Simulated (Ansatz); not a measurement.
The system is MnO.

```
CELL_PARAMETERS angstrom
0.00000 2.22391 2.22391
2.22391 0.00000 2.22391
2.22391 2.22391 0.00000
ATOMIC_POSITIONS crystal
Mn 0.00000 0.00000 0.00000
O 0.50000 0.50000 0.50000
```

The cell is a database's computed one.

Base run:

| Item | Value |
| --- | --- |
| Program | Ansatz 0.2.0 |
| Functional | PBE |
| Potentials or basis | all-electron LAPW, scalar-relativistic |
| Cutoff | 324 eV (chosen from the basis error) |
| Basis error allowed | 0.001 eV/atom |
| k mesh | 10 × 10 × 10 |
| Occupations | gaussian, width 0.03 eV |
| Spin | collinear spin, ferromagnetic start |
| Starting moments | [4.0, 0.0] μB |

Its results: band gap on the k mesh none (metal or under the smearing width); pressure 0.2 GPa; net moment 4.80 μB per cell; site moments Mn +4.35; O +0.24 μB.

Question: The run is repeated on the same cell with these changes: functional from PBE to LDA; occupations from gaussian, width 0.03 eV to gaussian, width 0.05 eV. What comes out?

Answer: Band gap on the k mesh none (metal or under the smearing width); pressure -16.4 GPa; net moment 4.61 μB per cell; site moments Mn +4.18; O +0.22 μB.

Caveats: a cell with one magnetic atom can't hold antiferromagnetic order, which such compounds often take; semilocal functionals often make such compounds metallic where correlation or magnetic order opens a gap, which also shifts bond lengths; so large a pressure means that the cell lies far from this level's equilibrium, or that cutoff or potentials fall short (some runs).
